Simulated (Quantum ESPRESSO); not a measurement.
# FeCo (Wairauite): energy against a fixed spin moment

How stiff is the total moment of FeCo (Wairauite), and does E(M) have further minima?

Main program and level: Quantum ESPRESSO 7.5; PBE; plane waves with GBRV 1.5 PBE potentials, no spin-orbit coupling.

Report form: the programs' logs are mostly left out.

## (1) The structure

The structure is cubic, space group Pm-3m (No. 221). Conventional cell: a = 2.857 Å, b = 2.857 Å, c = 2.857 Å, α = 90.00°, β = 90.00°, γ = 90.00°. Nearest to Fe lie 8 Co at 2.47 Å. Nearest to Co lie 8 Fe at 2.47 Å. Farther neighbours are not listed.

The cell comes from the Crystallography Open Database.

## (2) No moment imposed

ASE passes magmoms on as starting_magnetization. pw.x reads values of 1 or more as Bohr magnetons; where all are smaller, it reads them as fractions of the valence charge.

The input, pw.py:

```python
from ase import Atoms
from ase.calculators.espresso import Espresso, EspressoProfile

atoms = Atoms(['Fe', 'Co'],
    cell=[[2.857, 0.0, 0.0],
         [0.0, 2.857, 0.0],
         [0.0, 0.0, 2.857]],
    scaled_positions=[[0.5, 0.5, 0.5],
         [0.0, 0.0, 0.0]],
    pbc=True,
    magmoms=[2.8, 2.0])
input_data = {
    'control': {'calculation': 'scf', 'prefix': 'pwscf', 'outdir': './tmp', 'disk_io': 'nowf', 'tprnfor': True, 'tstress': True},
    'system': {'ecutwfc': 40.0, 'ecutrho': 280.0, 'nbnd': 26, 'occupations': 'smearing', 'smearing': 'fd', 'degauss': 0.00999582, 'nspin': 2},
    'electrons': {'conv_thr': 4e-09, 'electron_maxstep': 150, 'mixing_beta': 0.3},
}
atoms.calc = Espresso(
    profile=EspressoProfile(command='mpirun -n 2 pw.x -nk 2', pseudo_dir='pseudo'),
    pseudopotentials={'Co': 'co_pbe_v1.2.uspp.F.UPF', 'Fe': 'fe_pbe_v1.5.uspp.F.UPF'},
    input_data=input_data,
    kpts=(10, 10, 10),
    koffset=(0, 0, 0))
atoms.get_potential_energy()
energy = atoms.calc.results['free_energy']
print(f'free energy: {energy:.6f} eV')
print('site moments (muB):', atoms.get_magnetic_moments().round(3))
```

Launch:

```sh
OMP_NUM_THREADS=1 python3 pw.py > pw.log
```

The job ended after 23 s (2 MPI ranks of Arm Neoverse V2, shared host; peak memory 0.25 GiB).

Spin moment in the atom's sphere by atom:

```
atom  spin moment in the atom's sphere (μB)
 Fe1                                   2.83
 Co2                                   1.85
```

Numbers from this step:

- smearing term TS: 0.07936 eV
- pressure: -2.338 GPa
- magnetization: 4.568 μB
- absolute magnetization: 4.858 μB
- final state: ferromagnetic

## (3) Moment fixed at 0 μB

The two spin channels are filled to separate Fermi energies, so that the total moment meets the target. Half of the up one less the down one is the slope dE/dM.

pw.py: that of step 2 with these lines changed.

```diff
@@ -10,6 +10,6 @@
     pbc=True,
-    magmoms=[2.8, 2.0])
+    magmoms=[0.14, 0.1])
 input_data = {
     'control': {'calculation': 'scf', 'prefix': 'pwscf', 'outdir': './tmp', 'disk_io': 'nowf', 'tprnfor': True, 'tstress': True},
-    'system': {'ecutwfc': 40.0, 'ecutrho': 280.0, 'nbnd': 26, 'occupations': 'smearing', 'smearing': 'fd', 'degauss': 0.00999582, 'nspin': 2},
+    'system': {'ecutwfc': 40.0, 'ecutrho': 280.0, 'nbnd': 27, 'occupations': 'smearing', 'smearing': 'fd', 'degauss': 0.00999582, 'nspin': 2, 'tot_magnetization': 0.0},
     'electrons': {'conv_thr': 4e-09, 'electron_maxstep': 150, 'mixing_beta': 0.3},
```

The input, espresso.pwi:

```
&CONTROL
   calculation      = 'scf'
   tstress          = .true.
   tprnfor          = .true.
   outdir           = './tmp'
   prefix           = 'pwscf'
   disk_io          = 'nowf'
   pseudo_dir       = 'pseudo'
/
&SYSTEM
   nbnd             = 27
   tot_magnetization = 0.0
   ecutwfc          = 40.0
   ecutrho          = 280.0
   occupations      = 'smearing'
   degauss          = 0.00999582
   smearing         = 'fd'
   nspin            = 2
   starting_magnetization(1) = 0.14
   starting_magnetization(2) = 0.1
   ntyp             = 2
   nat              = 2
   ibrav            = 0
/
&ELECTRONS
   electron_maxstep = 150
   conv_thr         = 4e-09
   mixing_beta      = 0.3
/
&IONS
/
&CELL
/
&FCP
/
&RISM
/
ATOMIC_SPECIES
Fe  55.845 fe_pbe_v1.5.uspp.F.UPF
Co  58.933194 co_pbe_v1.2.uspp.F.UPF

K_POINTS automatic
10 10 10  0 0 0

CELL_PARAMETERS angstrom
2.85700000000000 0.00000000000000 0.00000000000000
0.00000000000000 2.85700000000000 0.00000000000000
0.00000000000000 0.00000000000000 2.85700000000000

ATOMIC_POSITIONS angstrom
Fe  1.4285000000 1.4285000000 1.4285000000  
Co  0.0000000000 0.0000000000 0.0000000000
```

Launch:

```sh
OMP_NUM_THREADS=1 python3 pw.py > pw.log
```

The job ended after 25 s (2 MPI ranks; peak memory 0.26 GiB).

Read from the output:

```yaml
magnetization: 0 μB
absolute_magnetization: 0 μB
half_the_difference_of_the_two_fermi_energies: 0.1 meV
largest_moment: 0 μB
```

## (4) Moment fixed at 0.617 μB

pw.py: that of step 3 with these lines changed.

```diff
@@ -10,6 +10,6 @@
     pbc=True,
-    magmoms=[0.14, 0.1])
+    magmoms=[0.3599, 0.2571])
 input_data = {
     'control': {'calculation': 'scf', 'prefix': 'pwscf', 'outdir': './tmp', 'disk_io': 'nowf', 'tprnfor': True, 'tstress': True},
-    'system': {'ecutwfc': 40.0, 'ecutrho': 280.0, 'nbnd': 27, 'occupations': 'smearing', 'smearing': 'fd', 'degauss': 0.00999582, 'nspin': 2, 'tot_magnetization': 0.0},
+    'system': {'ecutwfc': 40.0, 'ecutrho': 280.0, 'nbnd': 27, 'occupations': 'smearing', 'smearing': 'fd', 'degauss': 0.00999582, 'nspin': 2, 'tot_magnetization': 0.617},
     'electrons': {'conv_thr': 4e-09, 'electron_maxstep': 150, 'mixing_beta': 0.3},
```

Launch:

```sh
OMP_NUM_THREADS=1 python3 pw.py > pw.log
```

The job ended after 26 s (2 MPI ranks; peak memory 0.26 GiB).

Spin moment in the atom's sphere by atom:

```
atom  spin moment in the atom's sphere (μB)
 Fe1                                  0.383
 Co2                                  0.272
```

Read from the output:

- magnetization: 0.617 μB
- absolute magnetization: 0.704 μB
- half the difference of the two Fermi energies: -113.1 meV

## (5) Moment fixed at 1.233 μB

pw.py: that of step 4 with these lines changed.

```diff
@@ -10,6 +10,6 @@
     pbc=True,
-    magmoms=[0.3599, 0.2571])
+    magmoms=[0.7193, 0.5138])
 input_data = {
     'control': {'calculation': 'scf', 'prefix': 'pwscf', 'outdir': './tmp', 'disk_io': 'nowf', 'tprnfor': True, 'tstress': True},
-    'system': {'ecutwfc': 40.0, 'ecutrho': 280.0, 'nbnd': 27, 'occupations': 'smearing', 'smearing': 'fd', 'degauss': 0.00999582, 'nspin': 2, 'tot_magnetization': 0.617},
+    'system': {'ecutwfc': 40.0, 'ecutrho': 280.0, 'nbnd': 27, 'occupations': 'smearing', 'smearing': 'fd', 'degauss': 0.00999582, 'nspin': 2, 'tot_magnetization': 1.233},
     'electrons': {'conv_thr': 4e-09, 'electron_maxstep': 150, 'mixing_beta': 0.3},
```

Launch:

```sh
OMP_NUM_THREADS=1 python3 pw.py > pw.log
```

Wall time 38 s (2 MPI ranks); peak memory 0.26 GiB.

This step gave:

- magnetization: 1.233 μB
- absolute magnetization: 1.398 μB
- half the difference of the two Fermi energies: -210.8 meV
- largest moment: 0.6976 μB

## (6) Moment fixed at 1.85 μB

pw.py: that of step 5 with these lines changed.

```diff
@@ -10,6 +10,6 @@
     pbc=True,
-    magmoms=[0.7193, 0.5138])
+    magmoms=[1.0792, 0.7708])
 input_data = {
     'control': {'calculation': 'scf', 'prefix': 'pwscf', 'outdir': './tmp', 'disk_io': 'nowf', 'tprnfor': True, 'tstress': True},
-    'system': {'ecutwfc': 40.0, 'ecutrho': 280.0, 'nbnd': 27, 'occupations': 'smearing', 'smearing': 'fd', 'degauss': 0.00999582, 'nspin': 2, 'tot_magnetization': 1.233},
+    'system': {'ecutwfc': 40.0, 'ecutrho': 280.0, 'nbnd': 28, 'occupations': 'smearing', 'smearing': 'fd', 'degauss': 0.00999582, 'nspin': 2, 'tot_magnetization': 1.85},
     'electrons': {'conv_thr': 4e-09, 'electron_maxstep': 150, 'mixing_beta': 0.3},
```

Launch:

```sh
OMP_NUM_THREADS=1 python3 pw.py > pw.log
```

Wall time 3.7 min (2 MPI ranks); peak memory 0.26 GiB.

Residual by cycle:

cycle, log10 residual and a bar from the least value:
```
        1        2.5 ##############################
       15       -3.4 
       28       -2.9 ###
       42       -2.7 ####
       55       -2.6 ####
       69       -2.8 ###
       82       -3.3 
       96       -3.3 
      109       -2.7 ###
      123       -2.4 #####
      136       -2.8 ###
      150       -3.1 ##
```

After 150 cycles the residual stands at 7.8e-4, against 0.10 at cycle 76 and a least value of 3.9e-4.

## (7) All moments

The runs not shown differ in the target, the start and the number of states alone. The point at 4.57 μB is the free run, entered with slope zero.

The energy over the lowest by total spin moment:

```
total spin moment (μB a cell)  energy over the lowest (meV a cell)
                         0.00                                 1155
                         0.62                                 1119
                         1.23                                 1018
                         2.47                                  664
                         3.08                                  443
                         3.70                                  214
                         4.32                                 25.6
                         4.57                                    0
                         4.93                                 77.0
                         5.55                                  565
                         6.17                                 1488
```

Table of dE/dM by total spin moment:

```
total spin moment (μB a cell)  dE/dM (meV/μB)
                         0.00          0.0843
                         0.62            -113
                         1.23            -211
                         2.47            -340
                         3.08            -371
                         3.70            -363
                         4.32            -191
                         4.57               0
                         4.93             444
                         5.55            1128
                         6.17            1863
```

The largest site moment by total spin moment:

```
total spin moment (μB a cell)  largest site moment (μB)
                         0.00                    1.5e-4
                         0.62                     0.383
                         1.23                     0.698
                         2.47                      1.73
                         3.08                      2.04
                         3.70                      2.37
                         4.32                      2.70
                         4.57                      2.83
                         4.93                      3.00
                         5.55                      3.22
                         6.17                      3.43
```

## (8) Summary of results

```json
{"moment of the free run": "4.57 μB a cell", "energy at zero total moment": "1155 meV a cell over the lowest", "ΔE/ΔM² from the lowest point to 4.93 and to 4.32 μB": "577 and 406 meV/μB²"}
```

In words: At zero total moment the site moments vanish, so the 1155 meV a cell is the energy of forming them. The points show one minimum alone. No converged point was had at 1.85 μB. All runs start parallel; opposed orders may lie lower. Energies are free energies at an electronic temperature of 1580 K, which lowers moments and differences where the moments are itinerant.

[Logs and program files are shortened in this print: banners, set-up blocks, solver, clock and traceback lines can be left out without a mark of their own.]

[Logs are printed without paths, hosts, clocks, repeated set-up lines and the standing remarks that a program may print on its own settings, such as how far it seeks lower states.]

[Hosts, paths, dates, database ids (printed as entryN), source tags and the programs' standing remarks are cut or masked in the printed files.]

[Where a cell is said to come from a database of computed structures, the database is the Materials Project.]
